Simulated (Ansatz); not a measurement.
# W (omega (AlB2-type)): energy against volume

Computed with Ansatz, DFT, RPBE, plane waves (420 eV) with PAW, scalar-relativistic. The PAW files were generated under PBE, with cores re-solved for the functional.

The cell is scaled uniformly from the relaxed one, with fractional coordinates and shape fixed. Energies are extrapolated to zero smearing, pressures are those at the given smearing. Magnetic state: spin not included.

A Birch-Murnaghan fit gives V₀ = 16.76 Å³/atom, B₀ = 266 GPa, B₀′ = 4.2.

What are the energy above the minimum and the pressure at 14.755 Å³/atom?

248.7 meV/atom and 44.37 GPa as computed.

What are the energy above the minimum and the pressure at 15.425 Å³/atom?

102.3 meV/atom and 26.48 GPa as computed.

What are the energy above the minimum and the pressure at 18.108 Å³/atom?

78.6 meV/atom and -17.34 GPa as computed.
